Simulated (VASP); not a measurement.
# Te2Mo (P6_3/mmc) in VASP: notebook

One crystal, Te2Mo, is run at these levels: optB88-vdW, rev-vdW-DF2, PBE+D3(BJ), LDA; tasks: relaxation of the atoms.

All numbers are computed with VASP 6.6.1; they aren't measurements. Logs are shortened: lines on timing, memory, paths and dates and some standing lists are left out, and cuts for length are marked.

### 1 Starting point

It takes space group P6_3/mmc (No. 194, hexagonal). The conventional cell has a = 3.518 Å, b = 3.518 Å, c = 13.974 Å, α = 90.00°, β = 90.00°, γ = 120.00°. Te (site symmetry 3m) has 3 Mo at 2.72 Å as nearest neighbours. Mo (site symmetry -6m2) has 6 Te at 2.72 Å as nearest neighbours.

### 2 Relaxation of the atoms, optB88-vdW

INCAR

```
PREC = Accurate
ENCUT = 520
EDIFF = 1E-7
ISMEAR = 0
SIGMA = 0.05
LREAL = F
LASPH = T
NELM = 80
ALGO = Normal
ISIF = 2
LWAVE = F
LCHARG = F
GGA = BO
LUSE_VDW = T
AGGAC = 0.0
PARAM1 = 0.1833333333
PARAM2 = 0.22
IBRION = 2
NSW = 40
EDIFFG = -0.01
KPAR = 2
```

KPOINTS

```
Automatic mesh
0
Gamma
  10 10 3
```

POSCAR

```
Te2Mo
1.0
    3.5182000000      0.0000000000      0.0000000000
   -1.7591000000      3.0468505800      0.0000000000
    0.0000000000      0.0000000000     13.9736000000
Te Mo
4 2
Direct
    0.3333333300      0.6666666700      0.6210000000
    0.6666666700      0.3333333300      0.1210000000
    0.3333333300      0.6666666700      0.8790000000
    0.6666666700      0.3333333300      0.3790000000
    0.3333333300      0.6666666700      0.2500000000
    0.6666666700      0.3333333300      0.7500000000
```

Potentials or basis: VASP PAW PBE potentials, release 64 (Te, Mo_sv).

On the command line:

```console
$ cat potpaw_PBE.64/Te/POTCAR potpaw_PBE.64/Mo_sv/POTCAR > POTCAR
$ mpirun -np 2 vasp_std > vasp.out
```

OUTCAR:

```text
PREC = Accurate
   ENCUT = 520
   EDIFF = 1E-7
   ISMEAR = 0
   LREAL = F
   LASPH = T
   NELM = 80
   ISIF = 2
   GGA = BO
   IBRION = 2
   NSW = 40
   EDIFFG = -0.01

 ion  position               nearest neighbor table
   1  0.333  0.667  0.621-   6 2.72   6 2.72   6 2.72   3 3.61
   2  0.667  0.333  0.121-   5 2.72   5 2.72   5 2.72   4 3.61
   3  0.333  0.667  0.879-   6 2.72   6 2.72   6 2.72   1 3.61
   4  0.667  0.333  0.379-   5 2.72   5 2.72   5 2.72   2 3.61
   5  0.333  0.667  0.250-   2 2.72   4 2.72   2 2.72   4 2.72   2 2.72   4 2.72
   6  0.667  0.333  0.750-   1 2.72   3 2.72   1 2.72   3 2.72   1 2.72   3 2.72

  LATTYP: Found a hexagonal cell.
 ALAT       =     3.5182000000
 C/A-ratio  =     3.9718037633

  Lattice vectors:

 A1 = (   3.5182000000,   0.0000000000,   0.0000000000)
 A2 = (  -1.7591000000,   3.0468505800,   0.0000000000)
 A3 = (   0.0000000000,   0.0000000000,  13.9736000000)

Analysis of symmetry for initial positions (statically):
=====================================================================
 Subroutine PRICEL returns:
 Original cell was already a primitive cell.

 Routine SETGRP: Setting up the symmetry group for a
 hexagonal supercell.

 Subroutine GETGRP returns: Found 24 space group operations
 (whereof 12 operations were pure point group operations)
 out of a pool of 24 trial point group operations.

The static configuration has the point symmetry D_3d.
 The point group associated with its full space group is D_6h.

Analysis of symmetry for dynamics (positions and initial velocities):
=====================================================================
 Subroutine PRICEL returns:
 Original cell was already a primitive cell.

 Routine SETGRP: Setting up the symmetry group for a
 hexagonal supercell.

 Subroutine GETGRP returns: Found 24 space group operations
 (whereof 12 operations were pure point group operations)
 out of a pool of 24 trial point group operations.

The dynamic configuration has the point symmetry D_3d.
 The point group associated with its full space group is D_6h.

 Subroutine INISYM returns: Found 24 space group operations
 (whereof 12 operations are pure point group operations),
 and found     1 'primitive' translations

[... 108 lines left out ...]
   ISIF   =      2    stress and relaxation
   ISYM   =      2    0-nonsym 1-usesym 2-fastsym
   POTIM  = 0.5000    time-step for ionic-motion
   TEBEG  =    0.0;   TEEND  =   0.0 temperature during run
   PSTRESS=    0.0 pullay stress
   NELECT =      52.0000    total number of electrons
   NUPDOWN=      -1.0000    fix difference up-down
   EMIN   =  10.00;   EMAX   =-10.00  energy-range for DOS
   EFERMI =   0.00;   METHOD = LEGACY
   ISMEAR =     0;   SIGMA  =   0.05  broadening in eV -4-tet -1-fermi 0-gaus
   EFERMI_NEDOS =   21; number of points for ismear=-14 and -15
   IALGO  =     38    algorithm
   IMIX   =      4    mixing-type and parameters
     AMIX     =   0.40;   BMIX     =  1.00
     AMIX_MAG =   1.60;   BMIX_MAG =  1.00
  volume/ion in A,a.u.               =      24.96       168.47
  Fermi-wavevector in a.u.,A,eV,Ry     =   1.150578  2.174277 18.011787  1.323829
  Thomas-Fermi vector in A             =   2.287241
   LORBIT       =      0    0 simple, 1 ext, 2 COOP (PROOUT), +10 PAW based schemes
   GGA     = BO    functional components
   LHFCALC =     F    Hartree Fock is set to
   AEXX    =    0.0000 exact exchange contribution
   IVDW_NL    =     1    kernel type
   BPARAM     = 6.3000
   IVDW    =     0    specifies the selected vdW correction
   LEPSILON=     F    determine dielectric tensor
   LRPA    =     F    only Hartree local field effects (RPA)
 conjugate gradient relaxation of ions
 non-spin polarized calculation
 Gauss-broadening in eV      SIGMA  =   0.05
  energy-cutoff  :      520.00
  volume of cell :      149.79
 maximum number of plane-waves:      4095
 NGX is ok and might be reduce to    28
   NGX = 13   NGY = 13   NGZ = 51

--------------------------------------- Ionic step        1  -------------------------------------------

 number of electron      51.9999997 magnetization

 Free energy of the ion-electron system (eV)
  ---------------------------------------------------
  ext. energy  EPLUGINS =         0.00000000
  ---------------------------------------------------
  free energy    TOTEN  =       -21.80507329 eV

  energy without entropy =      -21.80507329  energy(sigma->0) =      -21.80507329

------------------------ aborting loop because EDIFF is reached ----------------------------------------

  FORCE on cell =-STRESS in cart. coord.  units (eV):
  Direction    XX          YY          ZZ          XY          YZ          ZX
  --------------------------------------------------------------------------------------
  -------------------------------------------------------------------------------------
  Total        3.4671531      3.4671531      3.6571189      0.0000000     -0.0000000      0.0000000
  in kB       37.0854553     37.0854555     39.1173729      0.0000000     -0.0000000      0.0000000
  external PRESSURE =      37.7627612 kB  Pullay stress =       0.0000000 kB
[... 71 lines left out ...]
--------------------------------------- Ionic step        3  -------------------------------------------

 number of electron      51.9999998 magnetization

 Free energy of the ion-electron system (eV)
  ---------------------------------------------------
  ext. energy  EPLUGINS =         0.00000000
  ---------------------------------------------------
  free energy    TOTEN  =       -21.82335875 eV

  energy without entropy =      -21.82335875  energy(sigma->0) =      -21.82335875

 E-fermi :   8.3055     XC(G=0): -10.4510

 val. band max:        8.0223479774   @ k =   0.0000   0.0000   0.0000
 cond. band min:       8.7083608939   @ k =   0.2000   0.2000   0.0000
 fundamental gap:      0.6860129165
 Fermi energy:         8.3055037010

 k-point     1 :       0.0000    0.0000    0.0000
  band No.  band energies     occupation
      1     -52.7959      2.00000
      2     -52.7959      2.00000
      3     -26.9633      2.00000
      4     -26.9633      2.00000
      5     -26.8297      2.00000
      6     -26.8297      2.00000
[... 805 lines left out ...]
     30       9.7326      0.00000
     31      10.5512      0.00000

 [... further k-points ...]

------------------------ aborting loop because EDIFF is reached ----------------------------------------

  FORCE on cell =-STRESS in cart. coord.  units (eV):
  Direction    XX          YY          ZZ          XY          YZ          ZX
  --------------------------------------------------------------------------------------
  -------------------------------------------------------------------------------------
  Total        2.5839372      2.5839372      1.3831267      0.0000000     -0.0000000      0.0000000
  in kB       27.6383776     27.6383777     14.7942370      0.0000000     -0.0000000      0.0000000
  external PRESSURE =      23.3569974 kB  Pullay stress =       0.0000000 kB
[... 25 lines left out ...]
  energy  without entropy=      -21.8233587501  energy(sigma->0) =      -21.82335875

Total vdW correction in eV:      7.8983954

 reached required accuracy - stopping structural energy minimisation
```

OSZICAR:

```text
N       E                     dE             d eps       ncg     rms          rms(c)
DAV:   1     0.429095945254E+03    0.42910E+03   -0.27421E+04  2008   0.151E+03
[... 29 lines left out ...]
DAV:   1    -0.218229973949E+02   -0.12204E-02   -0.12206E-01  1764   0.126E+00    0.298E-01
DAV:   2    -0.218233678597E+02   -0.37046E-03   -0.51218E-03  1967   0.277E-01    0.133E-01
DAV:   3    -0.218233671014E+02    0.75830E-06   -0.96286E-05  2288   0.447E-02    0.864E-02
DAV:   4    -0.218233590039E+02    0.80974E-05   -0.22788E-05  2049   0.262E-02    0.125E-02
DAV:   5    -0.218233589362E+02    0.67677E-07   -0.16845E-06  1983   0.661E-03    0.533E-03
DAV:   6    -0.218233587187E+02    0.21759E-06   -0.49719E-07  1764   0.319E-03    0.134E-03
DAV:   7    -0.218233587501E+02   -0.31471E-07   -0.69853E-08  1162   0.140E-03
   3 F= -.21823359E+02 E0= -.21823359E+02  d E =-.182855E-01
```

Wall time 8.4 min (2 MPI ranks of Intel Xeon Platinum 8488C (Sapphire Rapids), shared host); peak memory 0.75 GiB.

What came out:

- Free energy: -21.8234 eV
- Energy gained by relaxing: 3.0 meV/atom
- Ionic steps: 3
- Pressure after relaxing: 2.3 GPa
- Band gap on the k mesh: 0.69 eV, indirect (least direct gap 1.14 eV)

The path:
```tsv
step	energy change (eV)	largest force (eV/Å)	pressure (GPa)
1	0.0000	0.3671	3.78
2	-0.0167	0.1070	2.76
3	-0.0183	0.0015	2.34
```

Final structure:
```cif
data_structure
_symmetry_space_group_name_H-M 'P 1'
_symmetry_Int_Tables_number 1
_cell_length_a 3.5182
_cell_length_b 3.5182
_cell_length_c 13.9736
_cell_angle_alpha 90.000
_cell_angle_beta 90.000
_cell_angle_gamma 120.000
_cell_volume 149.79
loop_
_atom_site_label
_atom_site_type_symbol
_atom_site_fract_x
_atom_site_fract_y
_atom_site_fract_z
_atom_site_occupancy
Te1 Te 0.33333 0.66667 0.61919 1
Te2 Te 0.66667 0.33333 0.11919 1
Te3 Te 0.33333 0.66667 0.88081 1
Te4 Te 0.66667 0.33333 0.38081 1
Mo1 Mo 0.33333 0.66667 0.25000 1
Mo2 Mo 0.66667 0.33333 0.75000 1
```

Caveat: the PAW data sets were made with another functional, which shifts forces and pressure a little; spin-orbit coupling is left out, which moves the levels of the heavy elements; an odd mesh through Γ misses points on the zone boundary, where band edges often lie.

[end of part 1 of 2]
